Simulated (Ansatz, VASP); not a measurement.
# GaN in two plane-wave programs

Wanted: the spread between two codes on one cell, functional and k mesh. The cell is taken from a series of VASP runs on this material, whose earlier steps may have relaxed, scaled or displaced it; both programs get it as it stands.

Method: plane waves, with VASP 6.6.1 beside it; relaxation of cell and atoms at PBEsol with D3(BJ), in Ansatz 0.2.0.

## 1. The structure

Symmetry: P6_3mc, No. 186, hexagonal system. Conventional cell: a = 3.163 Å, b = 3.163 Å, c = 5.153 Å, α = 90.00°, β = 90.00°, γ = 120.00°. Nearest to Ga lie 4 N at 1.93 to 1.94 Å. N has 4 Ga at 1.93 to 1.94 Å nearest. Farther neighbours and most contacts between anions are not listed.

As a file:

```xyz
4
Lattice="3.1634 0.0000 0.0000 -1.5817 2.7396 0.0000 0.0000 0.0000 5.1528" Properties=species:S:1:pos:R:3 pbc="T T T"
Ga    0.0000    1.8264    0.4724
Ga    1.5817    0.9132    3.0488
N     0.0000    1.8264    2.4131
N     1.5817    0.9132    4.9895
```

## 2. VASP: relaxation of cell and atoms, PBEsol with D3(BJ)

The relaxed volume is the usual yardstick between codes: its relative difference is about their pressure difference at one cell divided by the bulk modulus.

Lines of VASP's logs that name or quote its potential files are left out, and so is its time.

The input, INCAR:

```
SYSTEM = GaN
PREC = Accurate
ENCUT = 520
EDIFF = 1E-06
NELM = 100
ISMEAR = 0
SIGMA = 0.03
LREAL = .FALSE.
ALGO = Normal
GGA = PS
IVDW = 12
NBANDS = 24
LORBIT = 11
LWAVE = .FALSE.
LCHARG = .FALSE.
KPAR = 8
IBRION = 2
NSW = 50
ISIF = 3
EDIFFG = -0.006
```

The input, POSCAR:

```
GaN
1.0
    3.1633696706      0.0000000000      0.0000000000
   -1.5816848353      2.7395584963      0.0000000000
    0.0000000000      0.0000000000      5.1527620711
Ga N
2 2
Direct
    0.3333333333      0.6666666667      0.0916791306
    0.6666666667      0.3333333333      0.5916791306
    0.3333333333      0.6666666667      0.4683208694
    0.6666666667      0.3333333333      0.9683208694
```

The input, KPOINTS:

```
Automatic mesh
0
Gamma
8 8 4
0 0 0
```

Potentials, in the order of the species: Ga_d and N (PBE family, release 64).

Command:

```bash
mpirun -np 8 vasp_std
```

Numbers of over 12 decimals in the logs are rounded to 6 here.

The log of the run:

```text
[banner, memory and clock lines left out]
running    8 mpi-ranks, on    1 nodes
 distrk:  each k-point on    1 cores,    8 groups
 distr:  one band on    1 cores,    1 groups

 POSCAR found type information on POSCAR GaN
 POSCAR found :  2 types and       4 ions
|                                                                             |
|           W    W    AA    RRRRR   N    N  II  N    N   GGGG   !!!           |
|           W    W   A  A   R    R  NN   N  II  NN   N  G    G  !!!           |
|           W    W  A    A  R    R  N N  N  II  N N  N  G       !!!           |
|           W WW W  AAAAAA  RRRRR   N  N N  II  N  N N  G  GGG   !            |
|           WW  WW  A    A  R   R   N   NN  II  N   NN  G    G                |
|           W    W  A    A  R    R  N    N  II  N    N   GGGG   !!!           |
|                                                                             |
|     For optimal performance we recommend to set                             |
|       NCORE = 2 up to number-of-cores-per-socket                            |
|     NCORE specifies how many cores store one orbital (NPAR=cpu/NCORE).      |
|     This setting can greatly improve the performance of VASP for DFT.       |
|     The default, NCORE=1 might be grossly inefficient on modern             |
|     multi-core architectures or massively parallel machines. Do your        |
|     Unfortunately you need to use the default for GW and RPA                |
|     calculations (for HF NCORE is supported but not extensively tested      |
|     yet).                                                                   |
|                                                                             |

|                                                                             |
|               ----> ADVICE to this user running VASP <----                  |
|                                                                             |
|     You enforced a specific xc type in the INCAR file but a different       |
|     [... a line on the potential file left out ...]
|     I HOPE YOU KNOW WHAT YOU ARE DOING!                                     |
|                                                                             |

 LDA part: xc-table for (Slater+PW92), standard interpolation
 POSCAR, INCAR and KPOINTS ok, starting setup
 FFT: planning ... GRIDC
 FFT: planning ... GRID_SOFT
 FFT: planning ... GRID
 WAVECAR not read
 entering main loop
       N       E                     dE             d eps       ncg     rms          rms(c)
DAV:   1     0.275654890160E+03    0.27565E+03   -0.18021E+04  1552   0.281E+03
DAV:   2     0.245183990523E+01   -0.27320E+03   -0.26170E+03  1624   0.517E+02
DAV:   3    -0.289989880382E+02   -0.31451E+02   -0.31211E+02  1656   0.144E+02
DAV:   4    -0.299523574022E+02   -0.95337E+00   -0.95183E+00  1912   0.282E+01
DAV:   5    -0.299698842594E+02   -0.17527E-01   -0.17523E-01  1696   0.327E+00    0.103E+01
DAV:   6    -0.262385242554E+02    0.37314E+01   -0.10948E+01  2504   0.535E+01    0.307E+00
DAV:   7    -0.263091798389E+02   -0.70656E-01   -0.14887E+00  1536   0.907E+00    0.266E+00
DAV:   8    -0.262857399870E+02    0.23440E-01   -0.23234E-01  2456   0.668E+00    0.962E-01
DAV:   9    -0.262631420904E+02    0.22598E-01   -0.89139E-02  2472   0.499E+00    0.295E-01
DAV:  10    -0.262639127663E+02   -0.77068E-03   -0.47085E-03  1608   0.657E-01    0.917E-02
DAV:  11    -0.262637582932E+02    0.15447E-03   -0.10172E-03  2304   0.584E-01    0.243E-02
DAV:  12    -0.262637683438E+02   -0.10051E-04   -0.10794E-04  1512   0.769E-02    0.198E-02
DAV:  13    -0.262637669148E+02    0.14290E-05   -0.16619E-05  1896   0.599E-02    0.963E-03
DAV:  14    -0.262637669660E+02   -0.51202E-07   -0.34947E-06  1504   0.189E-02
   1 F= -.27168789E+02 E0= -.27168789E+02  d E =-.271688E+02
 curvature:   0.00 expect dE= 0.000E+00 dE for cont linesearch  0.000E+00
 trial: gam= 0.00000 g(F)=  0.383E-06 g(S)=  0.412E-05 ort = 0.000E+00 (trialstep = 0.100E+01)
 search vector abs. value=  0.451E-05
 reached required accuracy - stopping structural energy minimisation
```

OUTCAR, selected parts (step 2):

```text
ion  position               nearest neighbor table
   1  0.333  0.667  0.092-   4 1.93   4 1.93   4 1.93   3 1.94
   2  0.667  0.333  0.592-   3 1.93   3 1.93   3 1.93   4 1.94
   3  0.333  0.667  0.468-   2 1.93   2 1.93   2 1.93   1 1.94
   4  0.667  0.333  0.968-   1 1.93   1 1.93   1 1.93   2 1.94

  LATTYP: Found a hexagonal cell.
 ALAT       =     3.1633696706
 C/A-ratio  =     1.6288839458

 Subroutine GETGRP returns: Found 12 space group operations
 (whereof  6 operations were pure point group operations)

The static configuration has the point symmetry C_3v.
 The point group associated with its full space group is C_6v.

 Found     30 irreducible k-points:

   k-points           NKPTS =     30   k-points in BZ     NKDIM =     30   number of bands    NBANDS=     24

   dimension x,y,z NGX =    24 NGY =   24 NGZ =   40
   dimension x,y,z NGXF=    48 NGYF=   48 NGZF=   80

   ENCUT  =  520.0 eV  38.22 Ry    6.18 a.u.   5.88  5.88  9.58*2*pi/ulx,y,z

   NELECT =      36.0000    total number of electrons

 k-points in reciprocal lattice and weights: Automatic mesh
   0.00000000  0.00000000  0.00000000       0.004
   0.12500000  0.00000000  0.00000000       0.023
   0.25000000  0.00000000  0.00000000       0.023
   0.37500000  0.00000000  0.00000000       0.023
   0.50000000  0.00000000  0.00000000       0.012
   0.12500000  0.12500000  0.00000000       0.023
   0.25000000  0.12500000  0.00000000       0.047
   0.37500000  0.12500000  0.00000000       0.047
   0.25000000  0.25000000  0.00000000       0.023
[...]
0.25000000  0.25000000  0.50000000       0.023
   0.37500000  0.25000000  0.50000000       0.023

 average (electrostatic) potential at core
       1 -63.0557       2 -63.0557       3 -61.9060       4 -61.9060

 E-fermi :   5.6173

 k-point     1 :       0.0000    0.0000    0.0000
  band No.  band energies     occupation
    ...
     14       4.3647      2.00000
     15       4.3647      2.00000
     16       5.3932      2.00000
     17       5.4382      2.00000
     18       5.4382      2.00000
     19       7.4566      0.00000
     20       9.7689      0.00000
     21      14.6626      0.00000
     22      15.3633      0.00000
     23      15.3633      0.00000
    ...

 k-point     2 :       0.1250    0.0000    0.0000
  band No.  band energies     occupation
    ...
     14       3.2792      2.00000
     15       4.0423      2.00000
     16       4.2808      2.00000
     17       5.2305      2.00000
     18       5.2935      2.00000
     19       8.4879      0.00000
     20      10.6421      0.00000
     21      14.0726      0.00000
     22      14.5828      0.00000
     23      15.7573      0.00000
    ...

 k-point     3 :       0.2500    0.0000    0.0000
  band No.  band energies     occupation
    ...
     14       1.3112      2.00000
     15       2.5356      2.00000
     16       3.3761      2.00000
     17       4.6943      2.00000
     18       4.9212      2.00000
     19       9.7951      0.00000
     20      11.4253      0.00000
     21      12.7990      0.00000
     22      13.9890      0.00000
     23      15.6558      0.00000
    ...

 Edisp (eV)   -0.90502

  Total      -0.00659    -0.00659     0.01597     0.00000     0.00000    -0.00000
  in kB      -0.23653    -0.23653     0.57296     0.00000     0.00000    -0.00000
  external pressure =        0.03 kB  Pullay stress =        0.00 kB

  energy-cutoff  :      520.00
  volume of cell :       44.66
      direct lattice vectors                 reciprocal lattice vectors
     3.163369671  0.000000000  0.000000000     0.316118603  0.182511160  0.000000000
    -1.581684835  2.739558496  0.000000000     0.000000000  0.365022321  0.000000000
     0.000000000  0.000000000  5.152762071     0.000000000  0.000000000  0.194070672

 POSITION                                       TOTAL-FORCE (eV/Angst)
 -----------------------------------------------------------------------------------
     -0.00000      1.82637      0.47240         0.000000     -0.000000      0.001408
      1.58168      0.91319      3.04878        -0.000000      0.000000      0.001408
     -0.00000      1.82637      2.41315        -0.000000      0.000000     -0.001408
      1.58168      0.91319      4.98953         0.000000      0.000000     -0.001408
 -----------------------------------------------------------------------------------
    total drift:                               -0.000001     -0.000001     -0.000197

  FREE ENERGIE OF THE ION-ELECTRON SYSTEM (eV)
  ---------------------------------------------------
  free  energy   TOTEN  =       -27.1687890535 eV

  energy  without entropy=      -27.1687890535  energy(sigma->0) =      -27.16878905

 reached required accuracy - stopping structural energy minimisation

 total charge
# of ion       s       p       d       tot
------------------------------------------
    1        0.793   0.931  10.195  11.920
    2        0.793   0.931  10.195  11.920
    3        1.216   2.526   0.000   3.743
    4        1.216   2.526   0.000   3.743
--------------------------------------------------
tot          4.020   6.915  20.391  31.326

[... 3 further parts left out ...]
```

CONTCAR:

```
GaN
   1.00000000000000
     3.1633696705999998    0.0000000000000000    0.0000000000000000
    -1.5816848352999999    2.7395584962999999    0.0000000000000000
     0.0000000000000000    0.0000000000000000    5.1527620710999997
  Ga              N
     2     2
Direct
     0.3333333332999970    0.6666666667000030    0.0916791305999993
     0.6666666667000030    0.3333333332999970    0.5916791305999993
     0.3333333332999970    0.6666666667000030    0.4683208694000029
     0.6666666667000030    0.3333333332999970    0.9683208694000029
```

## 3. Ansatz: relaxation of cell and atoms, PBEsol with D3(BJ)

Ansatz runs on its default PAW (the set named soft_2) files.

The same cell, functional, mesh and smearing now go to Ansatz, which takes its cutoff from its data sets.

The input, input.yaml:

```yaml
crystal:
  lattice:
    - [3.1633696706, 0.0, 0.0]
    - [-1.5816848353, 2.7395584963, 0.0]
    - [0.0, 0.0, 5.1527620711]
  atoms:
    - { symbol: Ga, position: [0.3333333333, 0.6666666667, 0.0916791306] }
    - { symbol: Ga, position: [0.6666666667, 0.3333333333, 0.5916791306] }
    - { symbol: "N", position: [0.3333333333, 0.6666666667, 0.4683208694] }
    - { symbol: "N", position: [0.6666666667, 0.3333333333, 0.9683208694] }
hamiltonian:
  xc: pbesol
  pseudopotentials: { kind: paw }
  dispersion: d3bj
kpoints:
  mp_grid: { grid: [8, 8, 4] }
scf:
  occupations: { method: gaussian, width: 0.03 }
relax:
  f_tol: 0.01
  max_steps: 60
  cell: { stress_tol: 0.05 }
output:
  forces: true
  stress: true
```

Command:

```bash
ansatz run input.yaml --threads 4 --pin off --max-ram 9216MiB --backend cpu --events-out ev --progress --plain --runs-dir out
```

The log of the run:

```text
Engine: ansatz 0.2.0, x86_64-unknown-linux-gnu
Pseudopotentials: kind: paw
Pseudopotential: Ga, paw, valence charge 13, recommended cutoff 420 eV (normal), Ga.paw.azcp
Pseudopotential: N, paw, valence charge 5, recommended cutoff 420 eV (normal), N.paw.azcp
Functional definition: PBEsol
  exchange = pbesol_x
  correlation = pbesol_c
Crystal: 4 atoms, lattice volume = 44.655 Å³
Basis set: ecut = 420 eV, 869 PW (Γ), exchange–correlation on 48×48×72 points (8 copies of the dense FFT grid, shifted against one another)
Bands: 22, of which v1, the nominal top of the filled ones, is band 18 counted from 1 (17 counted from 0)
Symmetry: 12 space group operations
Space group: P63mc (ITA 186), of the structure as read, at distance tolerance 3.5e-5 Å
k-points: 30 of 256 (time reversal used)
Non-local potential: Ga, projectors of the file, l = 0: 2, l = 1: 2, l = 2: 3, l = 3: 1
Non-local potential: N, projectors of the file, l = 0: 2, l = 1: 2, l = 2: 1
PAW form: soft (Blöchl's): semilocal exchange-correlation on the pseudo side does not see the compensation charge
PAW frozen core: Ga, regenerated for the run's functional, and the local potential with it (the file was generated under x = pbe(κ = 0.804, μ = 0.219515), c = pbe(β = 0.066725))
PAW frozen core: N, regenerated for the run's functional, and the local potential with it (the file was generated under x = pbe(κ = 0.804, μ = 0.219515), c = pbe(β = 0.066725))
PAW one-centre angular grid: Ga, 590 points (default); XC on 64 Gauss nodes
PAW one-centre angular grid: N, 110 points (default); XC on 64 Gauss nodes
Initial density: superposition of atomic densities (neutral atoms: chi_scale 0, normalization atom), corrected by the library's trained network
Initial wavefunctions: pseudopotential atomic-orbital guess
Functional: x = pbesol(κ = 0.804, μ = 0.123457), c = pbesol(β = 0.046)
SCF iter   1: F=—  HF=-8246.609472 eV  |F-HF|=—  |Δ(HF+E_count)|=         —  Δρ=1.26e-2  dr2=6.87e-2  ethr=1.77e-3  ⟨swp⟩=5.2  Hψ=2694  notcnv=0
preconditioner: auto → Resta (q_TF=auto, 2.632 Å⁻¹)  ε∞=5.0  [insulator: Δε(μ)=1.904 eV  Ē_g=16.627 eV  σ=0.030 eV  W_gap=1.00  n_scr=22 (ndim 8)  ℏωp=33.3 eV  f_vac=0.007  D(μ)=0.00/eV (n_scr^D=0)  ε∞_Penn≈5.0]
SCF iter   2: F=—  HF=-8246.589974 eV  |F-HF|=—  |Δ(HF+E_count)|=   1.95e-2  Δρ=1.94e-3  dr2=1.72e-3  ethr=1.91e-4  ⟨swp⟩=2.1  Hψ=1137  notcnv=0
SCF iter   3: F=—  HF=-8246.589745 eV  |F-HF|=—  |Δ(HF+E_count)|=   2.29e-4  Δρ=8.81e-4  dr2=2.53e-4  ethr=4.76e-6  ⟨swp⟩=2.1  Hψ=821  notcnv=0
SCF iter   4: F=—  HF=-8246.589760 eV  |F-HF|=—  |Δ(HF+E_count)|=   1.50e-5  Δρ=1.35e-4  dr2=9.52e-6  ethr=7.04e-7  ⟨swp⟩=2.0  Hψ=1200  notcnv=0
SCF iter   5: F=—  HF=-8246.589755 eV  |F-HF|=—  |Δ(HF+E_count)|=   5.21e-6  Δρ=1.02e-4  dr2=2.77e-6  ethr=2.64e-8  ⟨swp⟩=2.0  Hψ=1196  notcnv=0
SCF iter   6: F=—  HF=-8246.589756 eV  |F-HF|=—  |Δ(HF+E_count)|=   1.23e-6  Δρ=2.61e-5  dr2=1.98e-7  ethr=7.68e-9  ⟨swp⟩=2.1  Hψ=1143  notcnv=0
SCF iter   7: F=-8246.589756 eV  HF=-8246.589756 eV  |F-HF|=4.89e-9  |Δ(HF+E_count)|=   1.15e-7  Δρ=3.57e-6  dr2=5.93e-9  ethr=2.78e-10  ⟨swp⟩=4.0  Hψ=2374  notcnv=0
SCF 1 converged in 7 iterations: F = -8246.589756 eV  dr2 = 5.93e-9
  greatest PAW one-centre occupation: 0.995 electrons in one spin orbital (limit 2), on the Ga atom at site 1 (counted from 0), in its partial waves of l = 2
relax step   1: F+E_penalty+E_count = -8246.58975627 eV  Δ(F+E_penalty+E_count) = +0.000e0 eV  max|allowed force component| = 2.307e-3 eV/Å  Δτ_max = 0.0000 Å  P = +0.316 GPa  Ω = 44.655 Å³  (7 SCF iters, dr2 threshold 1.00e-7 eV, accepted)
[...]
relax step   2: F+E_penalty+E_count = -8246.58967410 eV  Δ(F+E_penalty+E_count) = +8.217e-5 eV  max|allowed force component| = 1.413e-3 eV/Å  Δτ_max = 0.0001 Å  P = +0.125 GPa  Ω = 44.697 Å³  energy of the carried Pulay correction = -1.412e-4 eV  (3 SCF iters, dr2 threshold 2.84e-7 eV, accepted)
[...]
relax step   3: F+E_penalty+E_count = -8246.58959242 eV  Δ(F+E_penalty+E_count) = +8.168e-5 eV  max|allowed force component| = 1.618e-4 eV/Å  Δτ_max = 0.0000 Å  P = -0.000 GPa  Ω = 44.725 Å³  energy of the carried Pulay correction = -2.339e-4 eV  (4 SCF iters, dr2 threshold 4.31e-8 eV, accepted)
[...]
relax step   4: F+E_penalty+E_count = -8246.58979821 eV  Δ(F+E_penalty+E_count) = -2.058e-4 eV  max|allowed force component| = 2.034e-4 eV/Å  Δτ_max = 0.0000 Å  P = +0.007 GPa  Ω = 44.725 Å³  stress off target by 9.13e-3 GPa  SCF on the basis re-selected at this cell (its energy is not comparable with the rows above)  (6 SCF iters)
basis re-selected at this cell: Δ(F+E_penalty+E_count) = -2.058e-4 eV, ΔP = +0.007 GPa vs the last step (what re-selecting the basis moved, of the pressure what is left beyond the Pulay correction that the steps carried, after the strain that the cell walked since its last selection, with what the two solves' SCF thresholds leave and, on support functions, any second-order correction that the steps lacked; it is no m [...]
SCF converged after 6 iterations
Free energy (F): -8246.589798 eV
Harris-Foulkes:  -8246.589798 eV  (|F-HF|=0.00e0)
Internal energy: -8246.589798 eV  (E = F + TS)
E sigma→0 (E₀):  -8246.589798 eV
Fermi energy:    10.877818 eV
--- Per-component energies (eV) ---
  E_band       = -4.860450
  E_kinetic    = 494.982658
  E_local      = -3870.842578  (includes V_loc(G=0)·N_el)
  E_nonlocal   = 951.183398
  E_hartree    = 1781.221363
  E_xc         = -255.961107
  E_vxc        = -268.483667  (∫ρ·V_xc dr)
  E_paw        = -4151.977897  (= ΣΔE_a)
  E_vpaw       = -874.143035  (= ΣTr[D̂ρ^β])
  E_aug_tail   = -0.000027  (compensation charges beyond the density's cutoff)
  E_ewald      = -3196.073928
  E_disp       = -0.903835  (pairwise vdW)
  E_core_change = 1.782153  (= ΣΔE_core)
  E_smearing   = -0.000000  (= −TS)
  E_closure    = -0.000000  (closes the sum)
  Σ components = -8246.589798   (vs F -8246.589798, Δ=0.00e0)
--- Forces (eV/Å), atoms counted from 1 ---
  atom   1  Ga    -0.00000000    -0.00000000     0.00020351
  atom   2  Ga     0.00000000     0.00000000     0.00020351
  atom   3  N      0.00000000    -0.00000000    -0.00020336
  atom   4  N     -0.00000000     0.00000000    -0.00020336
  max |Σ_I F_I| component: 2.92e-7 eV/Å
--- Stress (GPa, compression-positive) ---
        0.005381       0.000000      -0.000000
        0.000000       0.005381       0.000000
       -0.000000       0.000000       0.009132
  P = ⅓ Tr σ = 0.0066 GPa (0.066 kbar)
--- Relaxed structure (3 steps of the walk, 3 accepted, 1 SCFs on fresh bases) ---
  F+E_penalty+E_count = -8246.58979821 eV   max|allowed force component| = 2.034e-4 eV/Å   (the final SCF, on the basis selected at the relaxed cell)
  cell:  # Å, volume = 44.7250 Å³
    - [3.164850, 0.0, 0]
    - [-1.582425, 2.740841, 0]
    - [0, 0.0, 5.156004]
  atoms:
    - { symbol: Ga, position: [0.333333, 0.666667, 0.091708] }
    - { symbol: Ga, position: [0.666667, 0.333333, 0.591708] }
    - { symbol: N, position: [0.333333, 0.666667, 0.468292] }
    - { symbol: N, position: [0.666667, 0.333333, 0.968292] }
```

Elapsed: 2.6 s, on 4 threads of Intel Xeon 6975P-C (Granite Rapids), shared host; peak memory 0.4 GiB.

## 4. Side by side

Known differences besides the potentials themselves: both relaxations stop at a tolerance, which leaves soft axes loose, and VASP keeps its plane-wave basis; the cutoff is 420 eV in Ansatz and 520 eV in VASP; Ansatz makes its cores anew for this functional, VASP keeps those of its PBE data sets; VASP leaves aspherical gradient terms in its spheres out (LASPH is not set), Ansatz keeps them; Ansatz adds a Pulay correction to the stress that steers its cell, VASP none. Total energies have different zeros and are not compared.

The two programs side by side:

```csv
quantity,Ansatz,VASP,difference
volume (Å³),44.72,44.66,+0.16 %
"edge a after relaxation, in the typed setting (Å)",3.165,3.163,+0.05 %
"edge c after relaxation, in the typed setting (Å)",5.156,5.153,+0.06 %
```

The walks stopped with 0.01 GPa left in Ansatz and 0.00 GPa in VASP; each walk ends within a tolerance, so the volume difference is uncertain by about these residues over the bulk modulus, most in soft cells.

## 5. Results

```
difference in volume (relaxation of cell and atoms, PBEsol with D3(BJ)) : 0.16 %
```

What this shows: The difference in volume is 0.16 % (relaxation of cell and atoms, PBEsol with D3(BJ)), within the 1.2 % picked in this series as the mark of a large difference, as far as the stopping tolerances let one tell. Such differences can come from data sets, numerical settings and the points named under the comparisons, not from the functional's error against experiment.

[Lines on the potential files, build, host, timing and source positions are cut from VASP's logs without a mark.]

[Logs are printed without paths, hosts, clocks, repeated set-up lines and the standing remarks that a program may print on its own settings, such as how far it seeks lower states.]

[Hosts, paths, dates, database ids (printed as entryN), source tags and the programs' standing remarks are cut or masked in the printed files.]
